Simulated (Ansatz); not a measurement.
## Relaxing SnS2 (CdI2-type structure)

Method: r²SCAN, scalar-relativistic; no spin polarisation; PAW, 500 eV, 8×8×4 k-mesh, Gaussian smearing of 0.05 eV; code Ansatz. The datasets are Ansatz's generated set soft_2.

The compound is reported in the structure type of the start.

The first cell:

```yaml
crystal:
  lattice:
    - [3.54463, 0.00000, 0.00000]
    - [-1.77232, 3.06974, 0.00000]
    - [0.00000, 0.00000, 5.71823]
  atoms:
    - { symbol: Sn, position: [0.00000, 0.00000, 0.00000] }
    - { symbol: S, position: [0.33333, 0.66667, 0.25200] }
    - { symbol: S, position: [0.66667, 0.33333, 0.74800] }
```

The first steps of the search for zero pressure:

| run | level | k-mesh | kind | V (Å³/atom) | P (GPa) | gap on the mesh (eV) |
| --- | --- | --- | --- | --- | --- | --- |
| 1 | PBE, 420 eV | 6×6×4 | cell and atoms relaxed | 25.92 | 0.1 | 1.54 |

(1) At which volume does r²SCAN reach zero pressure?

Answer:

(1) 24.44 Å³/atom, about 17.9 % over the start.

The steps that followed:

| run | level | k-mesh | kind | V (Å³/atom) | P (GPa) | E − E(final) (meV/atom) | gap on the mesh (eV) |
| --- | --- | --- | --- | --- | --- | --- | --- |
| 2 | r²SCAN | 8×8×4 | shape and atoms relaxed, volume fixed | 25.92 | -0.4 | 2.2 | 1.93 |
| 3 | r²SCAN | 8×8×4 | shape and atoms relaxed, volume fixed | 25.82 | -0.3 | 2.0 | 1.93 |
| 4 | r²SCAN | 8×8×4 | shape and atoms relaxed, volume fixed | 25.29 | -0.3 | 0.9 | 1.92 |
| 5 | r²SCAN | 8×8×4 | shape and atoms relaxed, volume fixed | 22.76 | 1.3 | 6.4 | 1.76 |
| 6 | r²SCAN | 8×8×4 | shape and atoms relaxed, volume fixed | 24.68 | -0.1 | 0.1 | 1.93 |
| 7 | r²SCAN | 8×8×4 | shape and atoms relaxed, volume fixed | 24.48 | 0.0 | 0.0 | 1.93 |
| 8 | r²SCAN | 8×8×4 | shape and atoms relaxed, volume fixed | 24.44 | 0.0 | 0.0 | 1.93 |

The cell is relaxed to zero pressure at this level.

The final structure (symmetry read at 0.01 Å). It takes space group P-3m1 (No. 164, trigonal). Conventional cell: a = 3.673 Å, b = 3.673 Å, c = 6.275 Å, α = 90.00°, β = 90.00°, γ = 120.00°. Sn (site symmetry -3m) is surrounded by 6 S at 2.58 Å. Around S (site symmetry 3m) lie 3 Sn at 2.58 Å. (Neighbours are counted to 15 % beyond the shortest distance.)

- At the final geometry the gap, band path included, is 1.91 eV.
- The elastic tensor is positive definite (smallest eigenvalue 4.4 GPa).
- Against the elements' standard states, run alike and uncorrected, the formation energy is -0.53 eV/atom.
- The runs in the table took roughly 2 core-minutes.

**Reading the result.**

Within 0.6 eV of the edges the projected states are 98 % S 3p at the top of the valence band and 57 % S 3p at the bottom of the conduction band. 

Bader charges against formal ones: Sn +1.69 (+4), S −0.85 (−2). The cations give up 42 % of the formal charge; Bader charges stay under formal ones because the anions' density reaches into the cations' basins, the more so the higher the formal charge and the softer the anion.

Kohn–Sham gaps of semilocal functionals lie under measured ones, often by a third or more. The structure is built of weakly bound layers, and this functional has no dispersion term, so their spacing and all that hangs on it (volume, the soft elastic constants, low modes, dielectric constants) are poorly given.
